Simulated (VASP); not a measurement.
# BaTiO3 (P4mm) in VASP: a series of runs

Runs on BaTiO3. Level: PBE. Tasks: single point.

Everything below comes from runs of VASP 6.6.1. Logs are shortened: lines on timing, memory, paths and dates and some standing lists are left out, and cuts for length are marked.

**1. The structure**

It takes space group P4mm (No. 99, tetragonal). The conventional cell has a = 4.000 Å, b = 4.000 Å, c = 4.018 Å, α = 90.00°, β = 90.00°, γ = 90.00°. Ba (site symmetry 4mm) has 12 O at 2.79 to 2.88 Å as nearest neighbours. Around Ti (site symmetry 4mm) lie 6 O at 1.89 to 2.13 Å. O (site symmetry 2mm) has 2 Ti at 2.00 Å as nearest neighbours. Around O (site symmetry 4mm) lie 2 Ti at 1.89 to 2.13 Å.

**2. Single point, PBE**

INCAR

```
SYSTEM = BaTiO3
PREC = Accurate ; ENCUT = 460
EDIFF = 0.01 ; ISMEAR = 0
SIGMA = 0.05 ; LREAL = .False.
LASPH = .True. ; NELM = 100
ALGO = Normal ; ISIF = 2
LWAVE = .False. ; LCHARG = .False.
GGA = PE ; NBANDS = 28
ADDGRID = .False.
```

KPOINTS

```
regular mesh
0
Gamma
  5 5 5
  0 0 0
```

POSCAR

```
BaTiO3
1.0
    3.9998000000      0.0000000000      0.0000000000
    0.0000000000      3.9998000000      0.0000000000
    0.0000000000      0.0000000000      4.0180000000
Ba Ti O
1 1 3
Direct
    0.0050340000     -0.0151990000     -0.0081960000
    0.5109990000      0.5026790000      0.4796360000
   -0.0079330000      0.4990990000      0.5319510000
    0.5087000000     -0.0034200000      0.5100070000
    0.5274750000      0.4823970000      0.0100750000
```

Potentials or basis: VASP PAW PBE potentials, release 64 (Ba_sv, Ti_sv, O).

Started as:

```console
$ cat potpaw_PBE.64/Ba_sv/POTCAR potpaw_PBE.64/Ti_sv/POTCAR potpaw_PBE.64/O/POTCAR > POTCAR
$ mpirun -np 1 vasp_std > vasp.out
```

OUTCAR:

```text
SYSTEM = BaTiO3
   PREC = Accurate
   ENCUT = 460
   EDIFF = 0.01
   ISMEAR = 0
   LREAL = .False.
   LASPH = .True.
   NELM = 100
   ISIF = 2
   GGA = PE

 Found     63 irreducible k-points:

 Following reciprocal coordinates:
            Coordinates               Weight
  0.000000  0.000000  0.000000      1.000000
  0.200000  0.000000  0.000000      2.000000
  0.000000  0.200000  0.000000      2.000000
  0.400000  0.000000  0.000000      2.000000
  0.000000  0.400000  0.000000      2.000000
  0.200000  0.200000  0.000000      2.000000
   k-points           NKPTS =     63   k-points in BZ     NKDIM =     63   number of bands    NBANDS=     28
   number of dos      NEDOS =    301   number of ions     NIONS =      5
   total plane-waves  NPLWV =  21952
   dimension x,y,z NGX =    28 NGY =   28 NGZ =   28
   dimension x,y,z NGXF=    56 NGYF=   56 NGZF=   56
   ions per type =               1   1   3
   NGX,Y,Z   is equivalent  to a cutoff of  11.64, 11.64, 11.59 a.u.
   NGXF,Y,Z  is equivalent  to a cutoff of  23.28, 23.28, 23.17 a.u.
 SYSTEM =  BaTiO3
   PREC   = accura    normal or accurate (medium, high low for compatibility)
   ISTART =      0    job   : 0-new  1-cont  2-samecut
   ICHARG =      2    charge: 1-file 2-atom 10-const
   ISPIN  =      1    spin polarized calculation?
   LNONCOLLINEAR =      F non collinear calculations
   LSORBIT =      F    spin-orbit coupling
   LASPH  =      T    aspherical Exc in radial PAW
   ENCUT  =  460.0 eV  33.81 Ry    5.81 a.u.   6.99  6.99  7.03*2*pi/ulx,y,z
   NELM   =    100;   NELMIN=  2; NELMDL= -5     # of ELM steps
   EDIFF  = 0.1E-01   stopping-criterion for ELM
   LREAL  =      F    real-space projection
   EDIFFG = 0.1E+00   stopping-criterion for IOM
   NSW    =      0    number of steps for IOM
   IBRION =     -1    ionic relax: 0-MD 1-quasi-New 2-CG
   NFREE  =      0    steps in history (QN), initial steepest desc. (CG)
   ISIF   =      2    stress and relaxation
   ISYM   =      2    0-nonsym 1-usesym 2-fastsym
   POTIM  = 0.5000    time-step for ionic-motion
   TEBEG  =    0.0;   TEEND  =   0.0 temperature during run
   PSTRESS=    0.0 pullay stress
   NELECT =      40.0000    total number of electrons
   NUPDOWN=      -1.0000    fix difference up-down
   EMIN   =  10.00;   EMAX   =-10.00  energy-range for DOS
   EFERMI =   0.00;   METHOD = LEGACY
   ISMEAR =     0;   SIGMA  =   0.05  broadening in eV -4-tet -1-fermi 0-gaus
   EFERMI_NEDOS =   21; number of points for ismear=-14 and -15
   IALGO  =     38    algorithm
   IMIX   =      4    mixing-type and parameters
     AMIX     =   0.40;   BMIX     =  1.00
     AMIX_MAG =   1.60;   BMIX_MAG =  1.00
  volume/ion in A,a.u.               =      12.86        86.76
  Fermi-wavevector in a.u.,A,eV,Ry     =   1.397653  2.641181 26.578078  1.953434
  Thomas-Fermi vector in A             =   2.520888
   LORBIT       =      0    0 simple, 1 ext, 2 COOP (PROOUT), +10 PAW based schemes
   GGA     = PE    functional components
   LHFCALC =     F    Hartree Fock is set to
   AEXX    =    0.0000 exact exchange contribution
   IVDW    =     0    specifies the selected vdW correction
   LEPSILON=     F    determine dielectric tensor
   LRPA    =     F    only Hartree local field effects (RPA)
 non-spin polarized calculation
 Gauss-broadening in eV      SIGMA  =   0.05
  energy-cutoff  :      460.00
  volume of cell :       64.28
 maximum number of plane-waves:      1450
   NGX = 13   NGY = 13   NGZ = 15

 number of electron      39.9999995 magnetization

 Free energy of the ion-electron system (eV)
  ---------------------------------------------------
  ext. energy  EPLUGINS =         0.00000000
  ---------------------------------------------------
  free energy    TOTEN  =       -39.88323586 eV

  energy without entropy =      -39.88323586  energy(sigma->0) =      -39.88323586

 E-fermi :   3.9884     XC(G=0): -11.2392

 val. band max:        3.6785555231   @ k =  -0.4000   0.4000   0.4000
 cond. band min:       5.6964347481   @ k =   0.0000   0.0000   0.0000
 fundamental gap:      2.0178792249
 Fermi energy:         3.9884291357

 k-point     1 :       0.0000    0.0000    0.0000
  band No.  band energies     occupation
      1     -52.7212      2.00000
      2     -28.9638      2.00000
      3     -28.9485      2.00000
      4     -28.9365      2.00000
      5     -21.0135      2.00000
      6     -13.0779      2.00000
[... 20 lines left out ...]
     27       8.9540      0.00000
     28      11.0740      0.00000

 k-point     2 :       0.2000    0.0000    0.0000
  band No.  band energies     occupation
      1     -52.7210      2.00000
      2     -28.9673      2.00000
      3     -28.9622      2.00000
      4     -28.9358      2.00000
      5     -20.9729      2.00000
      6     -13.1195      2.00000
[... 20 lines left out ...]
     27       9.6420      0.00000
     28      11.9708      0.00000

 k-point     3 :       0.0000    0.2000    0.0000
  band No.  band energies     occupation
      1     -52.7210      2.00000
      2     -28.9633      2.00000
      3     -28.9547      2.00000
      4     -28.9478      2.00000
      5     -20.9721      2.00000
      6     -13.1279      2.00000
[... 20 lines left out ...]
     27       9.6294      0.00000
     28      11.9581      0.00000

 k-point     4 :       0.4000    0.0000    0.0000
  band No.  band energies     occupation
      1     -52.7204      2.00000
      2     -28.9953      2.00000
      3     -28.9617      2.00000
      4     -28.9347      2.00000
      5     -20.9055      2.00000
      6     -13.2751      2.00000
[... 20 lines left out ...]
     27      11.0890      0.00000
     28      12.1451      0.00000

 k-point     5 :       0.0000    0.4000    0.0000
  band No.  band energies     occupation
      1     -52.7204      2.00000
      2     -28.9843      2.00000
      3     -28.9619      2.00000
      4     -28.9467      2.00000
      5     -20.9034      2.00000
      6     -13.2970      2.00000
[... 20 lines left out ...]
     27      11.0333      0.00000
     28      12.0537      0.00000

 k-point     6 :       0.2000    0.2000    0.0000
  band No.  band energies     occupation
      1     -52.7206      2.00000
      2     -28.9665      2.00000
      3     -28.9615      2.00000
      4     -28.9538      2.00000
      5     -20.9363      2.00000
      6     -13.0890      2.00000
[... 20 lines left out ...]
     27      10.3190      0.00000
     28      12.1378      0.00000

 [... further k-points ...]

------------------------ aborting loop because EDIFF is reached ----------------------------------------

  FORCE on cell =-STRESS in cart. coord.  units (eV):
  Direction    XX          YY          ZZ          XY          YZ          ZX
  --------------------------------------------------------------------------------------
  -------------------------------------------------------------------------------------
  Total        1.4507939      1.5393984      1.8714564      0.0444137     -0.0241861     -0.0537565
  in kB       36.1601157     38.3685282     46.6448630      1.1069835     -0.6028236     -1.3398464
  external PRESSURE =      40.3911690 kB  Pullay stress =       0.0000000 kB

 VOLUME and BASIS-vectors are now :
 -----------------------------------------------------------------------------
  energy-cutoff  :      460.00
  volume of cell :       64.28
      direct lattice vectors                 reciprocal lattice vectors
     3.999800000  0.000000000  0.000000000     0.250012501  0.000000000  0.000000000
     0.000000000  3.999800000  0.000000000     0.000000000  0.250012501  0.000000000
     0.000000000  0.000000000  4.018000000     0.000000000  0.000000000  0.248880040

 POSITION                                       TOTAL-FORCE (eV/Angst)
 -----------------------------------------------------------------------------------
      0.02013      3.93901      3.98507         0.133008      0.361827      0.139468
      2.04389      2.01062      1.92718         0.300116     -0.200600      0.059641
      3.96807      1.99630      2.13738         0.644575     -0.073354     -0.685506
      2.03470      3.98612      2.04921        -0.353456     -0.366500     -0.224774
      2.10979      1.92949      0.04048        -0.724243      0.278628      0.711171
 -----------------------------------------------------------------------------------
    total drift:                               -0.000214      0.005676     -0.004655

  FREE ENERGIE OF THE ION-ELECTRON SYSTEM (eV)
  ---------------------------------------------------
  free  energy   TOTEN  =       -39.8832358598 eV

  energy  without entropy=      -39.8832358598  energy(sigma->0) =      -39.88323586
```

Wall time 55 s (1 thread of Intel Xeon Platinum 8488C (Sapphire Rapids), shared host); peak memory 0.22 GiB.

These settings aren't checked as converged: the numbers below hold their error.

Results:

| Item | Value |
| --- | --- |
| Free energy | -39.8832 eV |
| Pressure | 4.0 GPa |
| Largest force | 1.053 eV/Å |
| Band gap on the k mesh | 2.02 eV, indirect (least direct gap 2.16 eV) |

Caveat: the cutoff is under 1.25 times the usual one of these potentials, so pressure, stress and relaxed cells hold a basis-set (Pulay) error; spin-orbit coupling is left out, which moves the levels of the heavy elements; an odd mesh through Γ misses points on the zone boundary, where band edges often lie.

**3. Single point, PBE**

INCAR: that of step 2 with these lines changed.

```diff
@@ -2,3 +2,3 @@
 PREC = Accurate ; ENCUT = 460
-EDIFF = 0.01 ; ISMEAR = 0
+EDIFF = 0.001 ; ISMEAR = 0
 SIGMA = 0.05 ; LREAL = .False.
```

KPOINTS is that of step 2.

POSCAR

```
BaTiO3
1.0
    3.9998000000      0.0000000000      0.0000000000
    0.0000000000      3.9998000000      0.0000000000
    0.0000000000      0.0000000000      4.0180000000
Ba Ti O
1 1 3
Direct
    0.0000000000      0.0000000000      0.0000000000
    0.5000000000      0.5000000000      0.4900000000
    0.0000000000      0.5000000000      0.5170000000
    0.5000000000      0.0000000000      0.5170000000
    0.5000000000      0.5000000000      0.0190000000
```

Potentials or basis: VASP PAW PBE potentials, release 64 (Ba_sv, Ti_sv, O).

Started as:

```console
$ cat potpaw_PBE.64/Ba_sv/POTCAR potpaw_PBE.64/Ti_sv/POTCAR potpaw_PBE.64/O/POTCAR > POTCAR
$ mpirun -np 1 vasp_std > vasp.out
```

OUTCAR:

```text
SYSTEM = BaTiO3
   PREC = Accurate
   ENCUT = 460
   EDIFF = 0.001
   ISMEAR = 0
   LREAL = .False.
   LASPH = .True.
   NELM = 100
   ISIF = 2
   GGA = PE

 Found     18 irreducible k-points:

 Following reciprocal coordinates:
            Coordinates               Weight
  0.000000  0.000000  0.000000      1.000000
  0.200000  0.000000  0.000000      4.000000
  0.400000  0.000000  0.000000      4.000000
  0.200000  0.200000  0.000000      4.000000
  0.400000  0.200000  0.000000      8.000000
  0.400000  0.400000  0.000000      4.000000
   k-points           NKPTS =     18   k-points in BZ     NKDIM =     18   number of bands    NBANDS=     28
   number of dos      NEDOS =    301   number of ions     NIONS =      5
   total plane-waves  NPLWV =  21952
   dimension x,y,z NGX =    28 NGY =   28 NGZ =   28
   dimension x,y,z NGXF=    56 NGYF=   56 NGZF=   56
   ions per type =               1   1   3
   NGX,Y,Z   is equivalent  to a cutoff of  11.64, 11.64, 11.59 a.u.
   NGXF,Y,Z  is equivalent  to a cutoff of  23.28, 23.28, 23.17 a.u.
 SYSTEM =  BaTiO3
   PREC   = accura    normal or accurate (medium, high low for compatibility)
   ISTART =      0    job   : 0-new  1-cont  2-samecut
   ICHARG =      2    charge: 1-file 2-atom 10-const
   ISPIN  =      1    spin polarized calculation?
   LNONCOLLINEAR =      F non collinear calculations
   LSORBIT =      F    spin-orbit coupling
   LASPH  =      T    aspherical Exc in radial PAW
   ENCUT  =  460.0 eV  33.81 Ry    5.81 a.u.   6.99  6.99  7.03*2*pi/ulx,y,z
   NELM   =    100;   NELMIN=  2; NELMDL= -5     # of ELM steps
   EDIFF  = 0.1E-02   stopping-criterion for ELM
   LREAL  =      F    real-space projection
   EDIFFG = 0.1E-01   stopping-criterion for IOM
   NSW    =      0    number of steps for IOM
   IBRION =     -1    ionic relax: 0-MD 1-quasi-New 2-CG
   NFREE  =      0    steps in history (QN), initial steepest desc. (CG)
   ISIF   =      2    stress and relaxation
   ISYM   =      2    0-nonsym 1-usesym 2-fastsym
   POTIM  = 0.5000    time-step for ionic-motion
   TEBEG  =    0.0;   TEEND  =   0.0 temperature during run
   PSTRESS=    0.0 pullay stress
   NELECT =      40.0000    total number of electrons
   NUPDOWN=      -1.0000    fix difference up-down
   EMIN   =  10.00;   EMAX   =-10.00  energy-range for DOS
   EFERMI =   0.00;   METHOD = LEGACY
   ISMEAR =     0;   SIGMA  =   0.05  broadening in eV -4-tet -1-fermi 0-gaus
   EFERMI_NEDOS =   21; number of points for ismear=-14 and -15
   IALGO  =     38    algorithm
   IMIX   =      4    mixing-type and parameters
     AMIX     =   0.40;   BMIX     =  1.00
     AMIX_MAG =   1.60;   BMIX_MAG =  1.00
  volume/ion in A,a.u.               =      12.86        86.76
  Fermi-wavevector in a.u.,A,eV,Ry     =   1.397653  2.641181 26.578078  1.953434
  Thomas-Fermi vector in A             =   2.520888
   LORBIT       =      0    0 simple, 1 ext, 2 COOP (PROOUT), +10 PAW based schemes
   GGA     = PE    functional components
   LHFCALC =     F    Hartree Fock is set to
   AEXX    =    0.0000 exact exchange contribution
   IVDW    =     0    specifies the selected vdW correction
   LEPSILON=     F    determine dielectric tensor
   LRPA    =     F    only Hartree local field effects (RPA)
 non-spin polarized calculation
 Gauss-broadening in eV      SIGMA  =   0.05
  energy-cutoff  :      460.00
  volume of cell :       64.28
 maximum number of plane-waves:      1450
 NGX is ok and might be reduce to    28
   NGX = 13   NGY = 13   NGZ = 15

 number of electron      40.0000031 magnetization

 Free energy of the ion-electron system (eV)
  ---------------------------------------------------
  ext. energy  EPLUGINS =         0.00000000
  ---------------------------------------------------
  free energy    TOTEN  =       -39.98906836 eV

  energy without entropy =      -39.98906836  energy(sigma->0) =      -39.98906836

 E-fermi :   3.9720     XC(G=0): -11.2430

 val. band max:        3.6879826925   @ k =   0.4000   0.4000   0.4000
 cond. band min:       5.6278335688   @ k =   0.0000   0.0000   0.0000
 fundamental gap:      1.9398508762
 Fermi energy:         3.9720325290

 k-point     1 :       0.0000    0.0000    0.0000
  band No.  band energies     occupation
      1     -52.7373      2.00000
      2     -28.9813      2.00000
      3     -28.9518      2.00000
      4     -28.9518      2.00000
      5     -21.0203      2.00000
      6     -13.0711      2.00000
[... 20 lines left out ...]
     27       8.8896      0.00000
[... 133 lines left out ...]
      6     -12.8660      2.00000
[... 20 lines left out ...]
     27      11.9956      0.00000
     28      13.4314      0.00000

 [... further k-points ...]

------------------------ aborting loop because EDIFF is reached ----------------------------------------

  FORCE on cell =-STRESS in cart. coord.  units (eV):
  Direction    XX          YY          ZZ          XY          YZ          ZX
  --------------------------------------------------------------------------------------
  -------------------------------------------------------------------------------------
  Total        1.0847001      1.0847001      1.4670106      0.0000000      0.0000000      0.0000000
  in kB       27.0354618     27.0354618     36.5643075      0.0000000      0.0000000      0.0000000
  external PRESSURE =      30.2117437 kB  Pullay stress =       0.0000000 kB

 VOLUME and BASIS-vectors are now :
 -----------------------------------------------------------------------------
  energy-cutoff  :      460.00
  volume of cell :       64.28
      direct lattice vectors                 reciprocal lattice vectors
     3.999800000  0.000000000  0.000000000     0.250012501  0.000000000  0.000000000
     0.000000000  3.999800000  0.000000000     0.000000000  0.250012501  0.000000000
     0.000000000  0.000000000  4.018000000     0.000000000  0.000000000  0.248880040

 POSITION                                       TOTAL-FORCE (eV/Angst)
 -----------------------------------------------------------------------------------
      0.00000      0.00000      0.00000         0.000000      0.000000      0.073730
      1.99990      1.99990      1.96882         0.000000     -0.000000     -0.128337
      0.00000      1.99990      2.07731         0.000000      0.000000     -0.109174
      1.99990      0.00000      2.07731         0.000000      0.000000     -0.109174
      1.99990      1.99990      0.07634         0.000000      0.000000      0.272955
 -----------------------------------------------------------------------------------
    total drift:                                0.000000      0.000000     -0.003836

  FREE ENERGIE OF THE ION-ELECTRON SYSTEM (eV)
  ---------------------------------------------------
  free  energy   TOTEN  =       -39.9890683586 eV

  energy  without entropy=      -39.9890683586  energy(sigma->0) =      -39.98906836
```

OSZICAR:

```text
N       E                     dE             d eps       ncg     rms          rms(c)
DAV:   1     0.411852013641E+03    0.41185E+03   -0.19181E+04  1008   0.142E+03
DAV:   2    -0.634482128813E+01   -0.41820E+03   -0.40012E+03  1168   0.407E+02
DAV:   3    -0.489399346270E+02   -0.42595E+02   -0.42235E+02  1404   0.128E+02
DAV:   4    -0.508310501555E+02   -0.18911E+01   -0.18877E+01  1496   0.234E+01
DAV:   5    -0.508863633689E+02   -0.55313E-01   -0.55307E-01  1356   0.307E+00    0.230E+01
DAV:   6    -0.402089430167E+02    0.10677E+02   -0.55373E+01  1472   0.663E+01    0.987E+00
DAV:   7    -0.401578907888E+02    0.51052E-01   -0.99118E+00  1344   0.231E+01    0.680E+00
DAV:   8    -0.399822427634E+02    0.17565E+00   -0.61451E-01  1172   0.707E+00    0.351E+00
DAV:   9    -0.400198103560E+02   -0.37568E-01   -0.35243E-01  1500   0.503E+00    0.162E+00
DAV:  10    -0.399922754871E+02    0.27535E-01   -0.15235E-01  1180   0.402E+00    0.522E-01
DAV:  11    -0.399892680272E+02    0.30075E-02   -0.12088E-02  1260   0.689E-01    0.154E-01
DAV:  12    -0.399890683586E+02    0.19967E-03   -0.81539E-04   664   0.207E-01
   1 F= -.39989068E+02 E0= -.39989068E+02  d E =-.174020E-16
```

stdout:

```text
POSCAR found type information on POSCAR BaTiO
 POSCAR found :  3 types and       5 ions
 scaLAPACK will be used
 LDA part: xc-table for (Slater+PW92), standard interpolation
 POSCAR, INCAR and KPOINTS ok, starting setup
 FFT: planning ... GRIDC
 FFT: planning ... GRID_SOFT
 FFT: planning ... GRID
 WAVECAR not read
 entering main loop
```

Wall time 21 s (1 thread of Intel Xeon Platinum 8488C (Sapphire Rapids), shared host); peak memory 0.17 GiB.

The run converged, but some of its settings lie outside the range that counts as converged, so its numbers aren't taken as properties of the crystal.

Results:

```yaml
Free_energy: -39.9891 eV
Pressure: 3.0 GPa
Largest_force: 0.273 eV/Å
Band_gap_on_the_k_mesh: 1.94 eV, indirect (least direct gap 2.07 eV)
```

Caveat: the cutoff is under 1.25 times the usual one of these potentials, so pressure, stress and relaxed cells hold a basis-set (Pulay) error; spin-orbit coupling is left out, which moves the levels of the heavy elements; an odd mesh through Γ misses points on the zone boundary, where band edges often lie.

**4. The reference run**

An earlier run on the cell as given: functional PBEsol; potentials or basis VASP PAW PBE potentials, release 64 (Ba_sv, Ti_sv, O); cutoff 520 eV; k mesh 7 × 7 × 7; occupations fermi-dirac, width 0.05 eV; no spin polarisation.

* Pressure: -2.0 GPa
* Largest force: 0.323 eV/Å
* Band gap on the k mesh: 1.82 eV, indirect (least direct gap 2.02 eV)
